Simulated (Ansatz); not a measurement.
Runs of Ansatz 0.2.0 on ZrC. Symmetry: Fm-3m, No. 225, cubic system. The conventional cell has a = 4.730 Å, b = 4.730 Å, c = 4.730 Å, α = 90.00°, β = 90.00°, γ = 90.00°. Zr (site symmetry m-3m) has 6 C at 2.37 Å as nearest neighbours. C (site symmetry m-3m) is surrounded by 6 Zr at 2.37 Å. 

```csv
task,level,potentials or basis,spin,U,cell,k mesh,cutoff (eV),smearing,start of the occupations,double counting,hubbard projectors,basis xc grid,basis error allowed,other keys,pressure (GPa),moment (μB)
density of states,LDA+U,"all-electron LAPW, point nuclei",off,Zr d U = 1 eV,as given,10 × 10 × 10,233,fermi-dirac 0.05 eV,auto,fll,atomic,4,0.002 eV/atom,basis.xc_grid = 4,(a),-
density of states,LDA,"all-electron LAPW, relativistic spinors","non-collinear, ferromagnetic start, SOC",-,as given,8 × 8 × 8,278,gaussian 0.01 eV,-,-,-,-,0.0005 eV/atom,-,-12.4,0.00
relaxation of the atoms,LDA,"all-electron LAPW, relativistic spinors","SOC, no magnetisation",-,"atoms relaxed from: atoms moved at random, drawn with an rms of 0.1 Å",8 × 8 × 8,-,gaussian 0.1 eV,-,-,-,-,0.001 eV/atom,-,-12.5,-
relaxation of cell and atoms,r2SCAN+D4,all-electron PAW datasets made for the crystal,"collinear, ferromagnetic start",-,relaxed,10 × 10 × 10,-,fermi-dirac 0.025 eV,-,-,-,-,-,-,0.0,0.00
```

Task: Fill in the values left out.

Result: (a) -12.6.

Caveats: the starting moments weren't kept (some runs); U is the effective U less J, on atomic orbitals that reach past the spheres (some runs); U without spin polarisation on a metal has little footing (some runs); the U is typed as a test and isn't derived for this compound (some runs); the program listed the state as in doubt (some runs).

The runs don't all hold the same shells in valence.

Runs at the PBE level aren't shown here.
